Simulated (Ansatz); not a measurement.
Sb under changes of volume

One of the cells (31.849 Å³/atom); the others are scaled copies at fixed shape and fractional positions:

```xyz
4
Lattice="4.5277 0.0000 0.0000 0.0000 4.4211 0.0000 -1.3205 0.0000 6.3643" Properties=species:S:1:pos:R:3 pbc="T T T"
Sb    0.6363    1.1053    4.3511
Sb    3.2336    3.3158    4.8545
Sb   -0.0264    1.1053    1.5099
Sb    2.5709    3.3158    2.0132
```

This isn't the form of Sb at room conditions, which is rhombohedral.

* Program: Ansatz 0.2.0
* Functional: LDA
* Potentials or basis: Ansatz PAW
* Cutoff: 420 eV (not typed: the program's choice for these potentials)
* k mesh: 6 × 6 × 4
* Occupations: fermi-dirac, width 0.05 eV
* Spin: no spin polarisation

```csv
volume (Å³/atom),energy over the lowest point (meV/atom),pressure (GPa),largest force (eV/Å)
29.938,0.00,-0.4,0.265
30.575,3.91,-1.5,0.158
31.212,12.06,-2.5,0.133
31.849,23.97,-3.4,0.237
32.486,39.22,-4.2,0.343
33.123,57.44,-4.9,0.443
33.760,?,?,?
```

Task: What does the run at 33.760 Å³/atom give?

Result: Energy over the lowest point 78.30 meV/atom; pressure -5.5 GPa; largest force 0.536 eV/Å.

Worked out: A Birch-Murnaghan fit of order 3 (a polynomial in V^(-2/3)) to the other rows has its minimum at 29.73 Å³/atom, just outside them, with B0 = V·E''(V) = 58 GPa and B' = 4.6 at fixed shape and positions, which overstates the stiffness. It gives 78.29 meV/atom at 33.760 Å³/atom, against the run's 78.30, and -dE/dV = -5.5 GPa, against -5.5.

Energies are extrapolated to zero smearing.

Caveats: the PAW data sets come from PBE, with cores solved anew for the run's functional, which leaves a small shift of forces and pressure.
